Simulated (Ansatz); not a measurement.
Crystal: InSe.

```
CELL_PARAMETERS angstrom
5.82639 -2.05465 0.00000
5.82639 2.05465 0.00000
-1.72323 0.00000 4.77135
ATOMIC_POSITIONS crystal
In 0.88820 0.88820 0.04684
In 0.11180 0.11180 0.95316
Se 0.66093 0.66093 0.66896
Se 0.33907 0.33907 0.33104
```

The cell comes from a database or a generator and needn't be the stable form of this composition.

Base run:

* Program: Ansatz 0.2.0
* Functional: PBE0
* Potentials or basis: Ansatz PAW
* Cutoff: 420 eV (not typed: the program's choice for these potentials)
* k mesh: 6 × 6 × 4
* Occupations: fermi-dirac, width 0.05 eV
* Spin: no spin polarisation

Its results: band gap on the k mesh 2.51 eV, indirect (least direct gap 2.71 eV); pressure -0.5 GPa; largest force 0.121 eV/Å.

Question: The run is repeated on the same cell with these changes: functional from PBE0 to HSE06. What comes out?

Answer: Band gap on the k mesh 1.88 eV, indirect (least direct gap 2.09 eV); pressure -0.3 GPa; largest force 0.101 eV/Å.

Caveats: spin-orbit coupling is left out, which moves the levels of the heavy elements; the PAW data sets come from PBE, with cores solved anew for the run's functional, which leaves a small shift of forces and pressure; the thresholds are loose for stress.
